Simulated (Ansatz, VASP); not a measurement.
As in VASP and in Ansatz

```
CELL_PARAMETERS angstrom
-3.47466 3.47466 2.62482
3.47466 -3.47466 2.62482
3.47466 3.47466 -2.62482
ATOMIC_POSITIONS crystal
As 0.00000 0.00000 0.00000
As 0.75000 0.25000 0.50000
As 0.37500 0.62500 0.75000
As 0.37500 0.12500 0.75000
As 0.37500 0.62500 0.25000
As 0.87500 0.62500 0.25000
```

Alike in both runs: task relaxation of cell and atoms; functional PBE; k mesh 10 × 10 × 10; occupations gaussian, width 0.1 eV; no spin polarisation.

|  | VASP | Ansatz |
| --- | --- | --- |
| version | VASP 6.6.1 | Ansatz 0.2.0 |
| potentials or method | VASP PAW PBE potentials, release 64 (As) | scalar-relativistic, plane waves, PAW |
| plane-wave cutoff (eV) | 600 | 420 |
| valence electrons in the cell | 30 | 90 |

```tsv
	VASP	Ansatz	Ansatz less VASP
gap on the k mesh at the Fermi level, each at its own relaxed structure (eV)	none	none	-
relaxed volume (Å³/atom)	21.25	21.21	-0.041
relaxed cell length with the largest relative difference (Å)	5.586	5.583	-0.0033
```

A gap of «none» marks a metal or a gap that the smearing closes. The two sets of potentials don't hold the same shells in valence.
